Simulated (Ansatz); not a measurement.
**Guessed and relaxed cells of P**

A trial structure of P was built thus: 3-, 4-connected net of one element (Immm, No. 71). Its size is a rough estimate.

start.cif

```cif
data_structure
_symmetry_space_group_name_H-M 'Immm'
_symmetry_Int_Tables_number 71
_cell_length_a 3.4362
_cell_length_b 5.8214
_cell_length_c 9.7425
_cell_angle_alpha 90.000
_cell_angle_beta 90.000
_cell_angle_gamma 90.000
_cell_volume 194.88
loop_
_atom_site_label
_atom_site_type_symbol
_atom_site_symmetry_multiplicity
_atom_site_Wyckoff_symbol
_atom_site_fract_x
_atom_site_fract_y
_atom_site_fract_z
_atom_site_occupancy
P1 P 4 g 0.00000 0.32903 0.00000 1
P2 P 8 l 0.50000 0.18138 0.71019 1
```

Method: Ansatz 0.2.0, DFT PBE, scalar-relativistic, plane waves, PAW. Cutoff 420 eV, Gaussian smearing, Γ-centred meshes. Cell and atoms relax first on a coarse mesh and then on a finer one. In between, the cell is made exact in the group found at 0.06 Å. In metals the finer mesh still leaves noise of several meV/atom or more. The steps can't lower the symmetry of their start. No spin polarisation.

end.cif

```cif
data_structure
_symmetry_space_group_name_H-M 'Cmmm'
_symmetry_Int_Tables_number 65
_cell_length_a 3.5527
_cell_length_b 12.4346
_cell_length_c 2.3804
_cell_angle_alpha 90.000
_cell_angle_beta 90.000
_cell_angle_gamma 90.000
_cell_volume 105.16
loop_
_atom_site_label
_atom_site_type_symbol
_atom_site_symmetry_multiplicity
_atom_site_Wyckoff_symbol
_atom_site_fract_x
_atom_site_fract_y
_atom_site_fract_z
_atom_site_occupancy
P1 P 2 d 0.00000 0.00000 0.50000 1
P2 P 4 j 0.00000 0.18917 0.50000 1
```

The symmetry goes from Immm (No. 71) to Cmmm (No. 65), and the primitive cell from 6 to 3 atoms. The volume per atom grows by 7.9 %, from 16.2 to 17.5 Å³. The shortest distance goes from 1.99 Å (P–P) to 2.33 Å (P–P). The energy falls by about 0.88 eV/atom (the start's value is from the coarse mesh). The end is written in a standard setting, so origin, axes and order of atoms can differ from the start's.

```yaml
Volume_per_atom: 17.53 Å³
Density: 2.93 g/cm³
Energy_over_the_standard_state: +0.27 eV/atom
Gap_on_the_14×14×20_mesh_of_the_3-atom_cell: 0 eV (a metal)
```

Energies count from the standard state of P at the same level. The references include black phosphorus. So it is a metastable form at best.

The last run used Gaussian smearing of 0.10 eV. The reference form of P is held partly by dispersion forces, which this level lacks. A structure relaxed within its symmetry needn't be a true minimum. In all, the 3 runs took 2.9 min on 1 thread of Intel(R) Xeon(R) Platinum 8559C (Emerald Rapids) (shared host).
